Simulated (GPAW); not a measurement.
# ZnO (zincite) (P6_3mc) in GPAW: convergence with response cutoff (eV)

Aim: find how far response cutoff (eV) must go before the results for ZnO (zincite) settle, at PBE. This setting moves, with any that are tied to it; all else stays.

All numbers are computed with GPAW 26.7.0; they aren't measurements. Logs are shortened: lines on timing, memory, paths and dates and some standing lists are left out, and cuts for length are marked. The log counts tension as positive stress, the text compression.

## 1. The cell of the first run

Symmetry: P6_3mc, No. 186, hexagonal system. The conventional cell has a = 3.292 Å, b = 3.292 Å, c = 5.274 Å, α = 90.00°, β = 90.00°, γ = 120.00°. Zn (site symmetry 3m) has 4 O at 2.00 Å as nearest neighbours. Around O (site symmetry 3m) lie 4 Zn at 2.00 Å.

The cell isn't the ideal one: volume scaled by 1.04.

## 2. With response cutoff (eV) 10

The input, run.py:

```python
import numpy as np
from ase.dft.bandgap import bandgap
from ase.io import read, write
from gpaw import GPAW, PW
from gpaw.response.df import DielectricFunction

atoms = read('ZnO.xyz')

calc = GPAW(mode=PW(600),
            xc='PBE',
            kpts={'size': (8, 8, 4), 'gamma': True},
            occupations={'name': 'fermi-dirac', 'width': 0.001},
            nbands=31,
            convergence={'density': 1e-06},
            maxiter=150,
            txt='gpaw.txt')
atoms.calc = calc
energy = atoms.get_potential_energy()
calc.write('gs.gpw')
write('result.traj', atoms)
print(f'Energy: {energy:.6f} eV')
print('Fermi level:', round(calc.get_fermi_level(), 4), 'eV')
print(f'Gap: {bandgap(calc)[0]:.4f} eV, direct: {bandgap(calc, direct=True)[0]:.4f} eV')

for size in [(10, 10, 6)]:
    name = 'x'.join(str(n) for n in size)
    dense = calc.fixed_density(kpts={'size': size, 'gamma': True},
                               nbands=72, convergence={'bands': 66, 'eigenstates': 1e-7},
                               update_fermi_level=True, txt=f'dense-{name}.txt')
    dense.write(f'{name}.gpw', mode='all')
    df = DielectricFunction(f'{name}.gpw', frequencies=np.array([0.0]), hilbert=False, eta=0.001,
                            ecut=10, nbands=66, intraband=False, txt=f'df-{name}.txt')
    for xc in ['RPA']:
        for direction in ['x', 'y', 'z', [0, 1, 1], [1, 0, 1], [1, 1, 0]]:
            e0, e = df.get_macroscopic_dielectric_constant(xc=xc, direction=direction)
            print(f'{name} {xc} {direction}: {e0:.4f} without, {e:.4f} with local fields')
```

The input, ZnO.xyz:

```xyz
4
Lattice="3.2920669561 0.0000000000 0.0000000000 -1.6460334781 2.8510136149 0.0000000000 0.0000000000 0.0000000000 5.2742130269" Properties=species:S:1:pos:R:3 pbc="T T T"
Zn     1.6460334782      0.9503378715      0.0000000000
Zn    -0.0000000002      1.9006757434      2.6371065134
O     -0.0000000002      1.9006757434      4.6360859928
O      1.6460334782      0.9503378715      1.9989794793
```

Potentials or basis: GPAW PAW data sets (gpaw-data 1.2.1), pw.

Run with:

```console
> OMP_NUM_THREADS=1 python run.py
```

gpaw.txt:

```text
__  _  _
 | _ |_)|_||  |
 |__||  | ||/\| - 26.7.0

Input parameters:
  mode=PW(ecut=600.0),
  convergence={'density': 1e-06},
  kpts=MonkhorstPack(size=(8, 8, 4), gamma=True),
  maxiter=150,
  nbands=31,
  occupations=Occupations(name='fermi-dirac', width=0.001),
  xc=XC(name='PBE')

Diagonalizing LCAO Hamiltonian
Converting LCAO to pw mode

        O

        Zn

           O

           Zn

Atoms  # Å, Bohr magnetons
|   | symbol |         x |        y |        z |    initial magnetic moments |
|---|--------|-----------|----------|----------|-----------------------------|
| 0 |     Zn |  1.646033 | 0.950338 | 0.000000 | ( 0.0000,  0.0000,  0.0000) |
| 1 |     Zn | -0.000000 | 1.900676 | 2.637107 | ( 0.0000,  0.0000,  0.0000) |
| 2 |      O | -0.000000 | 1.900676 | 4.636086 | ( 0.0000,  0.0000,  0.0000) |
| 3 |      O |  1.646033 | 0.950338 | 1.998979 | ( 0.0000,  0.0000,  0.0000) |

Unit cell  # Å
| periodic |         x |        y |        z |  lengths |     angles |
|----------|-----------|----------|----------|----------|------------|
|      yes |  3.292067 | 0.000000 | 0.000000 | 3.292067 |  90.000000 |
|      yes | -1.646033 | 2.851014 | 0.000000 | 3.292067 |  90.000000 |
|      yes |  0.000000 | 0.000000 | 5.274213 | 5.274213 | 120.000000 |

Number of symmetries: 6
Symmetry operations  # r_c * U_cc + t_c -> r_c
|   | kind |            matrix            |
|---|------|------------------------------|
| 0 |  σ   |  1, 1, 0,  0,-1, 0,  0, 0, 1 |
| 1 |  E   |  1, 0, 0,  0, 1, 0,  0, 0, 1 |
| 2 |  C3  |  0, 1, 0, -1,-1, 0,  0, 0, 1 |
| 3 |  σ   |  0,-1, 0, -1, 0, 0,  0, 0, 1 |
| 4 |  σ   | -1, 0, 0,  1, 1, 0,  0, 0, 1 |
| 5 |  C3  | -1,-1, 0,  1, 0, 0,  0, 0, 1 |

BZ-sampling:
  Number of BZ points: 256
  Number of IBZ points: 35

  Monkhorst-Pack size: [8, 8, 4]
  Monkhorst-Pack shift: [0.0625, 0.0625, 0.125]

K-points  # in reciprocal-cell coordinates
|     |                                coordinates |     weight |
|-----|--------------------------------------------|------------|
|   0 | (  0.00000000,   0.00000000,   0.00000000) | 0.00390625 |
|   1 | (  0.00000000,   0.00000000,   0.25000000) | 0.00781250 |
|   2 | (  0.00000000,   0.00000000,   0.50000000) | 0.00390625 |
|   3 | (  0.12500000,   0.00000000,  -0.25000000) | 0.02343750 |
|   4 | (  0.12500000,   0.00000000,   0.00000000) | 0.02343750 |
|   5 | (  0.12500000,   0.00000000,   0.25000000) | 0.02343750 |
|   6 | (  0.12500000,   0.00000000,   0.50000000) | 0.02343750 |
|   7 | (  0.25000000,  -0.12500000,   0.00000000) | 0.02343750 |
|   8 | (  0.25000000,  -0.12500000,   0.25000000) | 0.04687500 |
|   9 | (  0.25000000,  -0.12500000,   0.50000000) | 0.02343750 |
| ... |                                            |            |
|  34 | (  0.50000000,   0.50000000,   0.50000000) | 0.01171875 |

Plane wave coefficients: 1689
Cutoff: 600.0 eV

Spin-components: 1 (collinear spins)
Bands:           31
Projectors:      22
Spin-degeneracy: 2
Datatype:        complex128

Parallelization:
  kpt:    1
  domain: 1
  band:   1

Density:
  Valence electrons: 36.0
  Components: 1
  Grid points: [20 20 30]
  Charge: 0.0  # |e|

Potential:
  Grid points: [20 20 30]

species:
  Zn:
    name:    Zinc
    Z:       30.0
    valence: 12
    core:    18
    charge:  0.0  # [|e|]
    compensation charges:
      type: gauss
      rc: 0.37  # [Å]
      lmax: 2
    cutoffs:
      filter: 2.14  # [Å]
      core: 2.28  # [Å]
    projectors
    | kind |    occ | energy [eV] | rcut [Å] |
    |------|--------|-------------|----------|
    |   4s |  2.000 |      -5.977 |    1.286 |
    |   4p |  0.000 |      -1.117 |    1.270 |
    |   3d | 10.000 |     -10.142 |    1.180 |
    |    s |        |      21.234 |    1.286 |
    |    p |        |      26.095 |    1.270 |
    |    d |        |      17.070 |    1.180 |

    Using partial waves for Zn as LCAO basis

  O:
    name:    Oxygen
    Z:       8.0
    valence: 6
    core:    2
    charge:  0.0  # [|e|]
    compensation charges:
      type: gauss
      rc: 0.21  # [Å]
      lmax: 2
    cutoffs:
      filter: 1.17  # [Å]
      core: 0.83  # [Å]
    projectors
    | kind |    occ | energy [eV] | rcut [Å] |
    |------|--------|-------------|----------|
    |   2s |  2.000 |     -23.961 |    0.688 |
    |   2p |  4.000 |      -9.029 |    0.598 |
    |    s |        |       3.251 |    0.688 |
    |    p |        |      18.182 |    0.598 |
    |    d |        |       0.000 |    0.619 |

    Using partial waves for O as LCAO basis

Reference energy: -101804.357908  # eV

eigensolver:
  PPCG
  Converge bands: occupied
  niter=2

density mixing:
  MSR1-Mixer
  Pratt-step length: 0.05
  Maximum mixing coefficient: 0.75
  Old densities: 10
  SVD Regularization: 0.005
  Good broyden scale: 1.0
  Trust region scale: 1.0
  Backstep threshold: 4.0
  History deletion threshold: 6.0
  Fourier metric: weight=20.0, sigma=0.015

occupation numbers:
  Fermi-Dirac:
    width: 0.0010  # eV

poisson solver:
  ecut: 4800.0  # eV

xc functional:
  name: PBE with 2 nearest neighbor stencil

convergence criteria:
- Maximum integral of absolute [dens]ity change: 1e-06 electrons / valence electron
- Maximum [total energy] change in last 3 cyles: 0.0005 eV / valence electron
- Maximum integral of absolute [eigenst]ate change: 4e-08 eV^2 / valence electron
maximum number of iterations: 150

SCF iterations
|iter     | |      energy | eigst |  dens |
|---------|-|-------------|-------|-------|
|iter:   1| |  -21.445091 | +0.19 |       |
|iter:   2| |  -20.536143 | -1.58 | -0.98 |
|iter:   3| |  -18.355984 | -0.53 | -1.03 |
|iter:   4| |  -18.347858 | -3.04 | -1.61 |
|iter:   5| |  -18.350624c| -2.58 | -1.86 |
|iter:   6| |  -18.350771c| -4.47 | -2.92 |
|iter:   7| |  -18.350887c| -5.23 | -3.29 |
|iter:   8| |  -18.350908c| -5.69 | -3.65 |
|iter:   9| |  -18.350909c| -7.25 | -4.73 |
|iter:  10| |  -18.350909c| -8.54c| -4.89 |
|iter:  11| |  -18.350909c| -7.82c| -5.19 |
|iter:  12| |  -18.350909c| -8.68c| -6.49c|

Converged in 12 steps
Energy contributions relative to reference atoms: (reference = -101804.357908)

Energy contributions:
  Kinetic:          36.763335
  Coulomb:         -32.382315
  Zero:              0.265313
  External:          0.000000
  Xc:              -22.997241
  Entropy:          -0.000000
  Spinorbit:         0.000000
  ----------------------------
  Free energy:     -18.350909
  Extrapolated:    -18.350909

dipole moment: (-0.000000, 0.000001, -8.401995)  # |e|*Ang

Fermi level: 3.484
Eigenvalues  # (at kpt = [0.000, 0.000, 0.000])
| band index |      eig [eV] | occ [0-2] |
|------------|---------------|-----------|
|          0 |       -14.285 |     2.000 |
|        ... |               |           |
|         10 |        -0.768 |     2.000 |
|         11 |        -0.768 |     2.000 |
|         12 |        -0.513 |     2.000 |
|         13 |         2.701 |     2.000 |
|         14 |         2.701 |     2.000 |
|         15 |         3.402 |     2.000 |
[... 8 lines left out ...]
|         24 |        17.322 |     0.000 |
|         25 |        17.335 |     0.000 |
|        ... |               |           |
|         30 |        23.053 |     0.000 |

Gap: 0.738 eV
Transition (v -> c):
  (s=0, k=0, n=17, [0.00, 0.00, 0.00]) -> (s=0, k=0, n=18, [0.00, 0.00, 0.00])
No difference between direct/indirect transitions
# Writing to gs.gpw (mode='')
```

Run time: 11 min. Hardware: 1 thread of Arm Neoverse V1, shared host; peak memory 0.49 GiB.

Results:

```yaml
Free_energy: -18.3509 eV
Band_gap_on_the_k_mesh: 0.74 eV, direct
Electronic_dielectric_tensor_diagonal: 6.06, 6.06, 5.90
```

## 3. With response cutoff (eV) 20

run.py, as its differences from that of step 2:

```diff
@@ -31,3 +31,3 @@
     df = DielectricFunction(f'{name}.gpw', frequencies=np.array([0.0]), hilbert=False, eta=0.001,
-                            ecut=10, nbands=66, intraband=False, txt=f'df-{name}.txt')
+                            ecut=20, nbands=66, intraband=False, txt=f'df-{name}.txt')
     for xc in ['RPA']:
```

ZnO.xyz is that of step 2.

Potentials or basis: GPAW PAW data sets (gpaw-data 1.2.1), pw.

Run with:

```console
> OMP_NUM_THREADS=1 python run.py
```

Run time: 11 min. Hardware: 1 thread of Arm Neoverse V1, shared host; peak memory 0.49 GiB.

Results:

| Quantity | Value |
| --- | --- |
| Free energy | -18.3509 eV |
| Band gap on the k mesh | 0.74 eV, direct |
| Electronic dielectric tensor (diagonal) | 5.96, 5.96, 5.90 |

## 4. With response cutoff (eV) 30

run.py, as its differences from that of step 3:

```diff
@@ -31,3 +31,3 @@
     df = DielectricFunction(f'{name}.gpw', frequencies=np.array([0.0]), hilbert=False, eta=0.001,
-                            ecut=20, nbands=66, intraband=False, txt=f'df-{name}.txt')
+                            ecut=30, nbands=66, intraband=False, txt=f'df-{name}.txt')
     for xc in ['RPA']:
```

ZnO.xyz is that of step 3.

Run with:

```console
> OMP_NUM_THREADS=1 python run.py
```

It took 11 min on 1 thread of Arm Neoverse V1, shared host; peak memory 0.49 GiB.

The run converged. Its results:

```
Free energy                             : -18.3509 eV
Band gap on the k mesh                  : 0.74 eV, direct
Electronic dielectric tensor (diagonal) : 5.92, 5.92, 5.78
```

## 5. With response cutoff (eV) 50

run.py, as its differences from that of step 4:

```diff
@@ -31,3 +31,3 @@
     df = DielectricFunction(f'{name}.gpw', frequencies=np.array([0.0]), hilbert=False, eta=0.001,
-                            ecut=30, nbands=66, intraband=False, txt=f'df-{name}.txt')
+                            ecut=50, nbands=66, intraband=False, txt=f'df-{name}.txt')
     for xc in ['RPA']:
```

ZnO.xyz is that of step 4.

Run with:

```console
> OMP_NUM_THREADS=1 python run.py
```

It took 11 min on 1 thread of Arm Neoverse V1, shared host; peak memory 0.5 GiB.

Results (log left out):

```
Free energy                             : -18.3509 eV
Band gap on the k mesh                  : 0.74 eV, direct
Electronic dielectric tensor (diagonal) : 5.92, 5.92, 5.78
```

## 6. With response cutoff (eV) 80

run.py, as its differences from that of step 5:

```diff
@@ -31,3 +31,3 @@
     df = DielectricFunction(f'{name}.gpw', frequencies=np.array([0.0]), hilbert=False, eta=0.001,
-                            ecut=50, nbands=66, intraband=False, txt=f'df-{name}.txt')
+                            ecut=80, nbands=66, intraband=False, txt=f'df-{name}.txt')
     for xc in ['RPA']:
```

ZnO.xyz is that of step 5.

Potentials or basis: GPAW PAW data sets (gpaw-data 1.2.1), pw.

Run with:

```console
> OMP_NUM_THREADS=1 python run.py
```

It took 11 min on 1 thread of Arm Neoverse V1, shared host; peak memory 0.5 GiB.

Results (log left out):

- Free energy: -18.3509 eV
- Band gap on the k mesh: 0.74 eV, direct
- Electronic dielectric tensor (diagonal): 5.84, 5.84, 5.71

## 7. With response cutoff (eV) 120

run.py, as its differences from that of step 6:

```diff
@@ -31,3 +31,3 @@
     df = DielectricFunction(f'{name}.gpw', frequencies=np.array([0.0]), hilbert=False, eta=0.001,
-                            ecut=80, nbands=66, intraband=False, txt=f'df-{name}.txt')
+                            ecut=120, nbands=66, intraband=False, txt=f'df-{name}.txt')
     for xc in ['RPA']:
```

ZnO.xyz is that of step 6.

Run with:

```console
> OMP_NUM_THREADS=1 python run.py
```

It took 11 min on 1 thread of Arm Neoverse V1, shared host; peak memory 0.5 GiB.

The run converged. Its results:

```
Free energy                             : -18.3509 eV
Band gap on the k mesh                  : 0.74 eV, direct
Electronic dielectric tensor (diagonal) : 5.83, 5.83, 5.69
```

## 8. With response cutoff (eV) 160

run.py, as its differences from that of step 7:

```diff
@@ -31,3 +31,3 @@
     df = DielectricFunction(f'{name}.gpw', frequencies=np.array([0.0]), hilbert=False, eta=0.001,
-                            ecut=120, nbands=66, intraband=False, txt=f'df-{name}.txt')
+                            ecut=160, nbands=66, intraband=False, txt=f'df-{name}.txt')
     for xc in ['RPA']:
```

ZnO.xyz is that of step 7.

Run with:

```console
> OMP_NUM_THREADS=1 python run.py
```

Run time: 8.4 min. Hardware: 1 thread of Arm Neoverse V1, shared host.

The run was cut off at its time limit.

## 9. Summary

```tsv
response cutoff (eV)	dielectric constant	SCF cycles	CPU time (s)	peak memory (GiB)
10	6.004	12	640	0.49
20	5.943	12	630	0.49
30	5.875	12	650	0.49
50	5.874	12	670	0.5
80	5.795	12	660	0.5
120	5.782	12	650	0.5
160	timed out after 510 s	-	-	-
```

Against the tightest run, the dielectric constant stays within 0.05 from 80 on. The tightest run that finished is the yardstick and may itself not be fully converged.

Caveats: the long-wavelength limit can be off by several per cent where d states take part.
